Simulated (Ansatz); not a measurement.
# How far is PAW off for In?

```yaml
crystal:
  lattice:
    - [1.80721, 1.11212, 8.24697]
    - [-1.53207, 1.06203, 8.19688]
    - [0.09419, -1.80482, 8.17854]
  atoms:
    - { symbol: In, position: [0.00000, 0.00000, 0.00000] }
    - { symbol: In, position: [0.77801, 0.77801, 0.77801] }
    - { symbol: In, position: [0.22199, 0.22199, 0.22199] }
```

Atom numbers follow the list: In1, In2, In3.

The conventional cell has a = 3.296 Å, b = 3.340 Å, c = 8.376 Å, α = 88.70°, β = 79.19°, γ = 61.30°. In (atom 1) has 12 In at 3.30 to 3.43 Å as nearest neighbours. In (atom 2) has 12 In at 3.29 to 3.43 Å as nearest neighbours.

Structure from Materials Project entry mp-1184502 (possibly hypothetical), not relaxed further. The listed cell was then made from it by scaling, straining or moving an atom.

Spin–orbit coupling is left out, though it moves levels of the heavy atoms by tenths of an eV or more.

Methods: DFT, PBE, PAW with Ansatz's default frozen-core files, scalar-relativistic (Ansatz 0.2.0); DFT, PBE, all-electron LAPW, scalar-relativistic (Ansatz 0.2.0).

For PAW: a Γ-centred 14×14×14 k mesh, Fermi–Dirac smearing of 0.05 eV, cutoff 420 eV, no spin polarisation. LAPW targets a basis error of 0.5 meV/atom. The Ansatz runs share mesh, smearing and spin set-up. Plane-wave (PAW) pressures include the program's estimate of the Pulay term.

Stress and pressure are positive in compression.

The change that made this cell: equal xy, yz and zx engineering shear strains of +3 %.

PAW results:

```csv
quantity,PAW
pressure (GPa),1.75
stress xx (GPa),1.44
stress yy (GPa),1.86
stress zz (GPa),1.96
stress yz (GPa),-0.05
stress xz (GPa),-0.12
stress xy (GPa),-0.10
"force on In2, x (eV/Å)",-0.015
```

What does full-potential LAPW give for the same quantities?


```json
{"quantity": "pressure (GPa)", "LAPW": "1.75"}
{"quantity": "stress xx (GPa)", "LAPW": "1.44"}
{"quantity": "stress yy (GPa)", "LAPW": "1.86"}
{"quantity": "stress zz (GPa)", "LAPW": "1.96"}
{"quantity": "stress yz (GPa)", "LAPW": "-0.05"}
{"quantity": "stress xz (GPa)", "LAPW": "-0.12"}
{"quantity": "stress xy (GPa)", "LAPW": "-0.10"}
{"quantity": "force on In2, x (eV/Å)", "LAPW": "-0.014"}
```
